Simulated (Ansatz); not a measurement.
# GaN: elastic constants, part 3 of 3

How stiff is the crystal, and how unevenly? Runs: cell and atoms relaxed (PAW); reference run (PAW and LAPW).

Ansatz 0.2.0; DFT LDA. The steps go on from the part before.

**5. Reference run, LAPW**

The COD entry's cell or inner coordinates are ideal or old and differ from later refinements, so a difference from it is no clean test against experiment.

Input file input.yaml:

```yaml
crystal:
  lattice:
    - [3.15181457795, 0.0, 0.0]
    - [-1.57590728897, 2.72955149252, 0.0]
    - [0.0, 0.0, 5.13839779614]
  atoms:
    - { symbol: Ga, position: [0.333333333333, 0.666666666667, -0.000704224244] }
    - { symbol: Ga, position: [0.666666666667, 0.333333333333, 0.499295775756] }
    - { symbol: "N", position: [0.333333333333, 0.666666666667, 0.375704224244] }
    - { symbol: "N", position: [0.666666666667, 0.333333333333, 0.875704224244] }
kpoints:
  mp_grid: { grid: [8, 8, 4] }
scf:
  occupations: { method: fixed }
hamiltonian:
  xc: lda
  pseudopotentials: { kind: all_electron, lapw: { basis_error: 0.001 } }
elastic:
  mode: relaxed_ion
  stencil: two_point
  amplitude: 0.003
```

Launch:

```sh
$ ansatz run input.yaml --threads 1 --pin off --max-ram 3072MiB --backend cpu --events-out ev --progress --plain --runs-dir out
```

The log of the run:

```text
LAPW: plane waves up to 11.015 Å⁻¹, error target 1.0e-3 eV per atom; small_component_spin mean_spin; N in spheres of 0.817 Å, 7 of its electrons in bands, Dirac shells []; Ga in spheres of 1.053 Å, 21 of its electrons in bands, Dirac shells [] (how accurate: hamiltonian.pseudopotentials.lapw.basis_error, Limitations)
Engine: ansatz 0.2.0
Pseudopotentials: kind: all_electron
Pseudopotential: Ga, LAPW, valence charge 21, lapw/all_electron/scalar/gaussian/Ga, Koelling and Harmon's equation, gaussian nucleus
Pseudopotential: N, LAPW, valence charge 7, lapw/all_electron/scalar/gaussian/N, Koelling and Harmon's equation, gaussian nucleus
Functional definition: SPW92
  exchange = slater_x
  correlation = pw_c
davidson cushion auto → on  (no smearing: the cushion is to keep the highest requested band from converging to the state above it; pin scf.eigensolver.cushion to override)
Crystal: 4 atoms, lattice volume = 44.206 Å³
Basis set: ecut = 462.25251787282804 eV, 1003 PW (Γ), exchange–correlation at level 2
Bands: 34, of which v1, the nominal top of the filled ones, is band 28 counted from 1 (27 counted from 0)
Symmetry: 12 space group operations
Space group: P63mc (ITA 186), of the structure as read, at distance tolerance 3.5e-5 Å
k-points: 30 of 256 (time reversal used)
Non-local potential: Ga, projectors of the file, none
Non-local potential: N, projectors of the file, none
Initial density: superposition of atomic densities (chi_scale 0.1, normalization cell, long waves kept (reshape's long-wave potential 0.00 eV rms))
Initial wavefunctions: plane waves of lowest kinetic energy (no species holds an atomic orbital)
Functional: x = slater, c = lda
iter 1 solved again at ethr=1.92e-2 eV; its pass at ethr=1.00e-1 eV (dr2=1.08e1 eV) is discarded
SCF iter   1: F=—  HF=-108614.511097 eV  |F-HF|=—  |Δ(HF+E_count)|=         —  Δρ=1.41e-1  dr2=1.08e1  ethr=1.92e-2  ⟨swp⟩=2.0  Hψ=6578  notcnv=0
preconditioner: auto → Resta (q_TF=auto, 2.838 Å⁻¹)  ε∞=4.7  [insulator: Δε(μ)=3.608 eV  Ē_g=17.376 eV  n_scr=22 (ndim 8)  ℏωp=33.5 eV  f_vac=0.000  ε∞_Penn≈4.7]
iter 2 solved again at ethr=7.46e-4 eV; its pass at ethr=1.92e-2 eV (dr2=4.17e-1 eV) is discarded
SCF iter   2: F=—  HF=-108610.654957 eV  |F-HF|=—  |Δ(HF+E_count)|=    3.86e0  Δρ=3.34e-2  dr2=4.17e-1  ethr=7.46e-4  ⟨swp⟩=2.0  Hψ=5474  notcnv=0
SCF iter   3: F=—  HF=-108610.502633 eV  |F-HF|=—  |Δ(HF+E_count)|=         —  Δρ=2.48e-2  dr2=3.20e-1  ethr=7.45e-4  ⟨swp⟩=2.8  Hψ=2948  notcnv=0
the basis was enlarged: its passes take 274.7 KiB over the memory plan, 1 of 1 planned eigensolver slots
SCF iter   4: F=—  HF=-108610.502654 eV  |F-HF|=—  |Δ(HF+E_count)|=   2.04e-5  Δρ=1.01e-2  dr2=5.54e-2  ethr=5.72e-4  ⟨swp⟩=2.7  Hψ=2961  notcnv=0
SCF iter   5: F=—  HF=-108610.408100 eV  |F-HF|=—  |Δ(HF+E_count)|=   9.46e-2  Δρ=2.74e-3  dr2=3.17e-3  ethr=9.90e-5  ⟨swp⟩=3.0  Hψ=3244  notcnv=0
SCF iter   6: F=—  HF=-108610.404928 eV  |F-HF|=—  |Δ(HF+E_count)|=   3.17e-3  Δρ=6.57e-4  dr2=2.32e-4  ethr=5.67e-6  ⟨swp⟩=2.2  Hψ=2918  notcnv=0
SCF iter   7: F=—  HF=-108610.404956 eV  |F-HF|=—  |Δ(HF+E_count)|=   2.82e-5  Δρ=1.87e-4  dr2=1.75e-5  ethr=4.15e-7  ⟨swp⟩=3.0  Hψ=3012  notcnv=0
SCF iter   8: F=—  HF=-108610.404951 eV  |F-HF|=—  |Δ(HF+E_count)|=   5.19e-6  Δρ=1.94e-5  dr2=1.59e-7  ethr=3.13e-8  ⟨swp⟩=3.0  Hψ=3266  notcnv=0
SCF iter   9: F=—  HF=-108610.404951 eV  |F-HF|=—  |Δ(HF+E_count)|=  2.47e-10  Δρ=2.78e-6  dr2=2.96e-9  ethr=2.84e-10  ⟨swp⟩=3.0  Hψ=3060  notcnv=0
SCF iter  10: F=—  HF=-108610.404951 eV  |F-HF|=—  |Δ(HF+E_count)|=  1.16e-10  Δρ=9.07e-7  dr2=3.91e-10  ethr=8.71e-12 (applied; sched 5.29e-12)  ⟨swp⟩=3.0  Hψ=3263  notcnv=0
SCF iter  11: F=—  HF=-108610.404951 eV  |F-HF|=—  |Δ(HF+E_count)|=  4.95e-10  Δρ=1.84e-7  dr2=1.63e-11  ethr=7.92e-12 (applied; sched 1.00e-12)  ⟨swp⟩=2.3  Hψ=2920  notcnv=0
SCF iter  12: F=—  HF=-108610.404951 eV  |F-HF|=—  |Δ(HF+E_count)|=  1.16e-10  Δρ=3.81e-8  dr2=6.25e-13  ethr=7.76e-12 (applied; sched 1.00e-12)  ⟨swp⟩=2.0  Hψ=2910  notcnv=0
SCF iter  13: F=-108610.404951 eV  HF=-108610.404951 eV  |F-HF|=1.46e-11  |Δ(HF+E_count)|=  4.37e-11  Δρ=1.20e-8  dr2=5.71e-14  ethr=7.76e-12 (applied; sched 1.00e-12)  ⟨swp⟩=2.0  Hψ=2910  notcnv=0
SCF 1 converged in 13 iterations: F = -108610.404951 eV  dr2 = 5.71e-14
relax step   1: F+E_penalty+E_count = -108610.40495090 eV  Δ(F+E_penalty+E_count) = +0.000e0 eV  max|allowed force component| = 7.122e-4 eV/Å  Δτ_max = 0.0000 Å  (13 SCF iters, accepted)
Initial density: handed on by an earlier stage of this run
Initial wavefunctions: plane waves of lowest kinetic energy (no species holds an atomic orbital; no wavefunctions were taken with the density)
iter 1 solved again at ethr=1.34e-8 eV; its pass at ethr=1.00e-1 eV (dr2=7.51e-6 eV) is discarded
SCF iter   1: F=—  HF=-108610.404951 eV  |F-HF|=—  |Δ(HF+E_count)|=         —  Δρ=1.45e-6  dr2=1.00e-9  ethr=1.34e-8  ⟨swp⟩=6.1  Hψ=9120  notcnv=0
preconditioner: auto → Resta (q_TF=auto, 2.838 Å⁻¹)  ε∞=4.5  [insulator: Δε(μ)=2.135 eV  Ē_g=17.835 eV  n_scr=22 (ndim 8)  ℏωp=33.5 eV  f_vac=0.053  ε∞_Penn≈4.5]
SCF iter   2: F=—  HF=-108610.404951 eV  |F-HF|=—  |Δ(HF+E_count)|=   2.13e-8  Δρ=8.22e-7  dr2=3.21e-10  ethr=1.10e-11 (applied; sched 1.79e-12)  ⟨swp⟩=4.5  Hψ=3723  notcnv=0
SCF iter   3: F=—  HF=-108610.404951 eV  |F-HF|=—  |Δ(HF+E_count)|=  4.07e-10  Δρ=1.83e-7  dr2=1.45e-11  ethr=7.76e-12 (applied; sched 1.00e-12)  ⟨swp⟩=2.0  Hψ=2910  notcnv=0
SCF iter   4: F=—  HF=-108610.404951 eV  |F-HF|=—  |Δ(HF+E_count)|=  1.60e-10  Δρ=1.08e-7  dr2=4.28e-12  ethr=7.76e-12 (applied; sched 1.00e-12)  ⟨swp⟩=2.0  Hψ=2910  notcnv=0
SCF iter   5: F=—  HF=-108610.404951 eV  |F-HF|=—  |Δ(HF+E_count)|=  1.46e-11  Δρ=4.59e-8  dr2=8.48e-13  ethr=7.76e-12 (applied; sched 1.00e-12)  ⟨swp⟩=2.0  Hψ=2910  notcnv=0
SCF iter   6: F=-108610.404951 eV  HF=-108610.404951 eV  |F-HF|=1.02e-10  |Δ(HF+E_count)|=  8.73e-11  Δρ=1.36e-8  dr2=6.15e-14  ethr=7.76e-12 (applied; sched 1.00e-12)  ⟨swp⟩=2.0  Hψ=2910  notcnv=0
SCF 2 converged in 6 iterations: F = -108610.404951 eV  dr2 = 6.15e-14
relax step   2: F+E_penalty+E_count = -108610.40495092 eV  Δ(F+E_penalty+E_count) = -2.021e-8 eV  max|allowed force component| = 5.049e-4 eV/Å  Δτ_max = 0.0000 Å  (6 SCF iters, accepted)
Initial wavefunctions: those handed on with the density
iter 1 solved again at ethr=2.16e-11 eV; its pass at ethr=1.00e-1 eV (dr2=1.21e-8 eV) is discarded
SCF iter   1: F=—  HF=-108610.404951 eV  |F-HF|=—  |Δ(HF+E_count)|=         —  Δρ=3.54e-6  dr2=5.93e-9  ethr=2.16e-11  ⟨swp⟩=4.1  Hψ=5707  notcnv=0
SCF iter   2: F=—  HF=-108610.404951 eV  |F-HF|=—  |Δ(HF+E_count)|=   1.16e-9  Δρ=2.00e-6  dr2=1.91e-9  ethr=1.06e-11  ⟨swp⟩=2.0  Hψ=2911  notcnv=0
iter 3 solved again at ethr=1.00e-12 eV; its pass at ethr=3.42e-12 eV (dr2=3.69e-11 eV) is discarded
SCF iter   3: F=—  HF=-108610.404951 eV  |F-HF|=—  |Δ(HF+E_count)|=  9.60e-10  Δρ=2.92e-7  dr2=3.67e-11  ethr=6.00e-12 (applied; sched 1.00e-12)  ⟨swp⟩=2.0  Hψ=5190  notcnv=0
SCF iter   4: F=—  HF=-108610.404951 eV  |F-HF|=—  |Δ(HF+E_count)|=  1.16e-10  Δρ=1.01e-7  dr2=4.34e-12  ethr=7.76e-12 (applied; sched 1.00e-12)  ⟨swp⟩=2.0  Hψ=2910  notcnv=0
SCF iter   5: F=—  HF=-108610.404951 eV  |F-HF|=—  |Δ(HF+E_count)|=    0.00e0  Δρ=3.45e-8  dr2=3.97e-13  ethr=7.76e-12 (applied; sched 1.00e-12)  ⟨swp⟩=2.0  Hψ=2910  notcnv=0
SCF iter   6: F=—  HF=-108610.404951 eV  |F-HF|=—  |Δ(HF+E_count)|=  4.37e-11  Δρ=9.66e-9  dr2=3.62e-14  ethr=7.76e-12 (applied; sched 1.00e-12)  ⟨swp⟩=2.0  Hψ=2910  notcnv=0
SCF iter   7: F=-108610.404951 eV  HF=-108610.404951 eV  |F-HF|=1.46e-11  |Δ(HF+E_count)|=  2.91e-11  Δρ=4.51e-9  dr2=7.85e-15  ethr=7.76e-12 (applied; sched 1.00e-12)  ⟨swp⟩=2.0  Hψ=2910  notcnv=0
SCF 3 converged in 7 iterations: F = -108610.404951 eV  dr2 = 7.85e-15
relax step   3: F+E_penalty+E_count = -108610.40495094 eV  Δ(F+E_penalty+E_count) = -2.036e-8 eV  max|allowed force component| = 2.393e-7 eV/Å  Δτ_max = 0.0000 Å  (7 SCF iters, accepted)
[... 27 lines left out ...]
relax step   1: F+E_penalty+E_count = -108610.40424108 eV  Δ(F+E_penalty+E_count) = +0.000e0 eV  max|allowed force component| = 3.038e-2 eV/Å  Δτ_max = 0.0000 Å  (10 SCF iters, accepted)
[... 14 lines left out ...]
relax step   2: F+E_penalty+E_count = -108610.40432007 eV  Δ(F+E_penalty+E_count) = -7.899e-5 eV  max|allowed force component| = 1.023e-2 eV/Å  Δτ_max = 0.0021 Å  (10 SCF iters, accepted)
[... 20 lines left out ...]
relax step   1: F+E_penalty+E_count = -108610.40480820 eV  Δ(F+E_penalty+E_count) = +0.000e0 eV  max|allowed force component| = 1.770e-2 eV/Å  Δτ_max = 0.0000 Å  (10 SCF iters, accepted)
[... 12 lines left out ...]
relax step   2: F+E_penalty+E_count = -108610.40483093 eV  Δ(F+E_penalty+E_count) = -2.273e-5 eV  max|allowed force component| = 7.083e-4 eV/Å  Δτ_max = 0.0007 Å  (9 SCF iters, accepted)
[... 9 lines left out ...]
relax step   3: F+E_penalty+E_count = -108610.40483096 eV  Δ(F+E_penalty+E_count) = -2.800e-8 eV  max|allowed force component| = 1.853e-4 eV/Å  Δτ_max = 0.0000 Å  (7 SCF iters, accepted)
SCF iter   1: F=—  HF=-108610.404831 eV  |F-HF|=—  |Δ(HF+E_count)|=         —  Δρ=1.27e-6  dr2=8.53e-10  ethr=1.72e-11  ⟨swp⟩=3.9  Hψ=10086  notcnv=0
SCF iter   2: F=—  HF=-108610.404831 eV  |F-HF|=—  |Δ(HF+E_count)|=  5.53e-10  Δρ=6.88e-7  dr2=2.51e-10  ethr=7.76e-12 (applied; sched 1.52e-12)  ⟨swp⟩=2.0  Hψ=7566  notcnv=0
SCF iter   3: F=—  HF=-108610.404831 eV  |F-HF|=—  |Δ(HF+E_count)|=  2.33e-10  Δρ=2.27e-7  dr2=2.42e-11  ethr=7.76e-12 (applied; sched 1.00e-12)  ⟨swp⟩=2.0  Hψ=7566  notcnv=0
SCF iter   4: F=—  HF=-108610.404831 eV  |F-HF|=—  |Δ(HF+E_count)|=  1.16e-10  Δρ=6.95e-8  dr2=2.58e-12  ethr=7.76e-12 (applied; sched 1.00e-12)  ⟨swp⟩=2.0  Hψ=7566  notcnv=0
SCF iter   5: F=—  HF=-108610.404831 eV  |F-HF|=—  |Δ(HF+E_count)|=  2.91e-11  Δρ=1.71e-8  dr2=2.10e-13  ethr=7.76e-12 (applied; sched 1.00e-12)  ⟨swp⟩=2.0  Hψ=7566  notcnv=0
SCF iter   6: F=-108610.404831 eV  HF=-108610.404831 eV  |F-HF|=4.37e-11  |Δ(HF+E_count)|=  8.73e-11  Δρ=9.50e-9  dr2=5.07e-14  ethr=7.76e-12 (applied; sched 1.00e-12)  ⟨swp⟩=2.0  Hψ=7566  notcnv=0
SCF 30 converged in 6 iterations: F = -108610.404831 eV  dr2 = 5.07e-14
relax step   4: F+E_penalty+E_count = -108610.40483096 eV  Δ(F+E_penalty+E_count) = -2.547e-9 eV  max|allowed force component| = 3.585e-6 eV/Å  Δτ_max = 0.0000 Å  (6 SCF iters, accepted)
iter 1 solved again at ethr=1.00e-12 eV; its pass at ethr=1.00e-1 eV (dr2=5.02e-14 eV) is discarded
SCF iter   1: F=—  HF=-108610.404831 eV  |F-HF|=—  |Δ(HF+E_count)|=         —  Δρ=9.37e-9  dr2=5.01e-14  ethr=6.00e-12 (applied; sched 1.00e-12)  ⟨swp⟩=2.0  Hψ=10764  notcnv=0
SCF iter   2: F=-108610.404831 eV  HF=-108610.404831 eV  |F-HF|=0.00e0  |Δ(HF+E_count)|=  6.98e-10  Δρ=6.09e-9  dr2=2.48e-14  ethr=7.76e-12 (applied; sched 1.00e-12)  ⟨swp⟩=2.0  Hψ=7566  notcnv=0
SCF 31 converged in 2 iterations: F = -108610.404831 eV  dr2 = 2.48e-14
SCF converged after 6 iterations
Free energy (F): -108610.404951 eV
Harris-Foulkes:  -108610.404951 eV  (|F-HF|=0.00e0)
Internal energy: -108610.404951 eV  (E = F + TS)
E sigma→0 (E₀):  -108610.404951 eV
Fermi energy:    11.661127 eV
--- Per-component energies (eV) ---
  E_band       = -2870.659285
  E_kinetic    = 110632.258623
  E_xc         = -4322.670365
  E_electrostatic = -214919.993209  (all electrons and nuclei)
  E_smearing   = -0.000000  (= −TS)
  E_closure    = 0.000000  (closes the sum)
  E_atoms      = -108582.444752  (free atoms, spherical and without spin; not in F)
  Σ components = -108610.404951   (vs F -108610.404951, Δ=0.00e0)
  Basis errors (estimates in eV, not in F): energy 4.5e-4 per atom: plane waves 4.2e-4 (2.6e-4 summed), levels above the bands 0.0e0, relativity 8.4e-9, radial functions 2.4e-5, core shells 1.6e-9; eigenvalues (radial functions only) 2.2e-6; not estimated: angular momenta, meshes, grids; target (lapw.basis_error) 1.0e-3; muffin-tin radii N 0.817 Å, Ga 1.053 Å
--- Forces (eV/Å), atoms counted from 1 ---
  atom   1  Ga     0.00000000    -0.00000000    -0.00000023
  atom   2  Ga    -0.00000000     0.00000000    -0.00000023
  atom   3  N      0.00000000    -0.00000000     0.00000023
  atom   4  N     -0.00000000     0.00000000     0.00000023
  max |Σ_I F_I| component: 2.56e-10 eV/Å
--- Stress (GPa, compression-positive) ---
        0.198284      -0.000000      -0.000000
       -0.000000       0.198284      -0.000000
       -0.000000      -0.000000       0.191335
  P = ⅓ Tr σ = 0.1960 GPa (1.960 kbar)
--- Band table (eV; the first three rows and the last of 30) ---
  k-point 0: bands = ["-360.0729", "-360.0729", "-129.5180", "-129.5179", "-80.7568", "-80.7549", "-80.7525", "-80.7525", "-80.7522", "-80.7522", "-4.4839", "-3.5199", "-1.9618", "-1.9448", "-1.9448", "-1.8785", "-1.8785", "-1.6681", "-1.6681", "-1.5604", "-1.5604", "-0.1880", "4.3006", "10.5776", "10.5776", "11.6077", "11.6611", "11.6611", "13.7960", "16.0331", "20.8789", "21.5649", "21.5649", "22.3902"]
  k-point 1: bands = ["-360.0729", "-360.0729", "-129.5180", "-129.5179", "-80.7565", "-80.7552", "-80.7525", "-80.7525", "-80.7523", "-80.7523", "-4.2955", "-3.5931", "-1.9409", "-1.9409", "-1.9056", "-1.8936", "-1.8936", "-1.6470", "-1.6470", "-1.5712", "-1.5712", "-0.8153", "5.4476", "10.1202", "10.7294", "10.7294", "11.4956", "11.4956", "14.9497", "16.1456", "20.4835", "21.1868", "21.6528", "21.6528"]
  k-point 2: bands = ["-360.0729", "-360.0729", "-129.5180", "-129.5180", "-80.7559", "-80.7559", "-80.7524", "-80.7524", "-80.7524", "-80.7524", "-3.8816", "-3.8816", "-1.9226", "-1.9226", "-1.9226", "-1.9226", "-1.6042", "-1.6042", "-1.6042", "-1.6042", "-1.5979", "-1.5979", "7.7367", "7.7367", "11.1055", "11.1055", "11.1055", "11.1055", "16.0598", "16.0598", "20.1294", "20.1294", "22.0939", "22.0939"]
  k-point 29: bands = ["-360.0729", "-360.0729", "-129.5179", "-129.5179", "-80.7558", "-80.7558", "-80.7534", "-80.7534", "-80.7531", "-80.7531", "-3.3464", "-3.3464", "-1.8313", "-1.8313", "-1.7908", "-1.7908", "-1.6529", "-1.6529", "-1.6059", "-1.6059", "0.2489", "0.2489", "5.1936", "5.1936", "7.5515", "7.5515", "10.0633", "10.0633", "17.7290", "17.7290", "19.3697", "19.3697", "20.7113", "20.7113"]
--- Elastic constants: 3 strain directions × 2 members + reference (group order 12) ---
  dense FFT box of the reference and of every strained cell: 24×24×40
  strains applied: 11, 33, 23; error gains: componentwise 1.00 (the most a stress slope's error grows in a printed constant), spectral 1.41 (1 for all six strains in a standard setting)
  reference relaxed by the batch: 3 steps; max|allowed force component| 7.12e-4 eV/Å at the deck's positions, 2.39e-7 at the last accepted step, 2.34e-7 by the solve of record
  largest displacement 2.9e-5 Å; the constants are those of the deck's cell at these positions:
  atoms:
    - { symbol: Ga, position: [0.33333333333333337, 0.6666666666666666, -0.0006986768380762243] }
    - { symbol: Ga, position: [0.6666666666666667, 0.33333333333333337, 0.49930132316192377] }
    - { symbol: N, position: [0.33333333333333337, 0.6666666666666666, 0.37569867683807623] }
    - { symbol: N, position: [0.6666666666666667, 0.33333333333333337, 0.875698676838076] }
  C = ∂σ_k/∂η_j (tension-positive GPa; Voigt order 11 22 33 23 13 12):
       368.047    139.286    101.304      0.000      0.000      0.000
       139.286    368.047    101.304      0.000      0.000      0.000
       101.290    101.290    410.577      0.000      0.000      0.000
        -0.000      0.000     -0.000     96.537      0.000     -0.000
         0.000     -0.000     -0.000      0.000     96.537      0.000
         0.000     -0.000     -0.000      0.000      0.000    114.381
  reference stress σ⁰ (GPa):     -0.198     -0.198     -0.191      0.000      0.000      0.000
  no Pulay correction (none for the plane-wave cutoff is built on LAPW): the batch's stresses and constants are at fixed plane waves
  C* (energy form; C + prestress term) asymmetry max|C*_kj − C*_jk| = 6.972e-3 GPa — a small one proves nothing (zero by symmetry where the batch's group is 432, −43m or m−3m); a large one is finite-difference/SCF noise where every solve meets its electron count
  moduli (Voigt/Reuss/Hill, GPa): K = 203.38/203.38/203.38   G = 115.14/111.85/113.50   E = 287.09   ν = 0.265
  mechanically stable: yes (min eigenvalue of sym C = 96.54 GPa)
  where every solve meets its electron count the energy-path curvature estimates C_jj along a normal strain and C_jj − ¼(σ⁰_aa + σ⁰_bb) along a shear (ab), closely only under elastic.basis: deformed
  strain η (Voigt 11):  stress-route row diagonal C_11 = 368.05 GPa, energy-path curvature d²(F+E_count)/dδ²/Ω₀ = 368.05 GPa
         δ    σ_11 (GPa)             F (eV)   n_scf  n_hpsi   n_pw
    -3.000e-3      -1.3096     -108610.4043279       2   15122   1038   relax 5 steps, max|allowed force component| 2.60e-6 eV/Å
     3.000e-3       0.8987     -108610.4046601       2   15123   1038   relax 3 steps, max|allowed force component| 1.04e-6 eV/Å
  strain η (Voigt 33):  stress-route row diagonal C_33 = 410.58 GPa, energy-path curvature d²(F+E_count)/dδ²/Ω₀ = 410.59 GPa
         δ    σ_33 (GPa)             F (eV)   n_scf  n_hpsi   n_pw
    -3.000e-3      -1.4282     -108610.4042814       2    7200   1038   relax 3 steps, max|allowed force component| 4.35e-6 eV/Å
     3.000e-3       1.0352     -108610.4046010       2    7200   1038   relax 3 steps, max|allowed force component| 6.30e-6 eV/Å
  strain η (Voigt 23):  stress-route row diagonal C_44 = 96.54 GPa, energy-path curvature d²(F+E_count)/dδ²/Ω₀ = 96.63 GPa
         δ    σ_23 (GPa)             F (eV)   n_scf  n_hpsi   n_pw
    -3.000e-3      -0.2896     -108610.4048310       2   18722   1038   relax 3 steps, max|allowed force component| 2.47e-5 eV/Å
     3.000e-3       0.2896     -108610.4048310       2   18723   1038   relax 4 steps, max|allowed force component| 3.58e-6 eV/Å
```

Run time: 7.2 min. Hardware: 1 thread of AMD EPYC 9R45 (Zen 5), shared host; peak memory 0.68 GiB.

C in GPa (Voigt order xx, yy, zz, yz, xz, xy):

```
368.0 139.3 101.3   0.0   0.0   0.0
139.3 368.0 101.3   0.0   0.0   0.0
101.3 101.3 410.6   0.0   0.0   0.0
  0.0   0.0   0.0  96.5   0.0   0.0
  0.0   0.0   0.0   0.0  96.5   0.0
  0.0   0.0   0.0   0.0   0.0 114.4
```

**6. All runs together**

| run | C11 | C12 | C13 | C33 | C44 | K | G | E | Poisson ratio |
| --- | --- | --- | --- | --- | --- | --- | --- | --- | --- |
| ions relaxed, PAW | 368.1 | 138.6 | 100.3 | 408.7 | 96.6 | 202.6 | 113.6 | 287.2 | 0.264 |
| ions relaxed, LAPW | 368.0 | 139.3 | 101.3 | 410.6 | 96.5 | 203.4 | 113.5 | 287.1 | 0.265 |

Constants and moduli in GPa; K, G and E are Hill averages.

**7. Summary of results**

This closing draws on all 3 parts.

| quantity | value |
| --- | --- |
| C11 (PAW) | 368 GPa |
| C12 (PAW) | 139 GPa |
| C13 (PAW) | 100 GPa |
| C33 (PAW) | 409 GPa |
| C44 (PAW) | 97 GPa |
| bulk, shear and Young's modulus | 203, 114, 287 GPa |
| Debye temperature from sound speeds | 630 K |
| universal anisotropy index | 0.15 |

In words: All eigenvalues are positive, so the crystal is mechanically stable; by PAW K = 203 and G = 114 GPa, K/G = 1.78, on the ductile side of Pugh's rough line at 1.75, which was drawn for metals. Young's modulus runs from 260 to 369 GPa with direction. Cautions: frozen-core PAW files fitted under PBE, their cores solved anew for the functional of the run; constants at zero field, no piezoelectric stiffening.
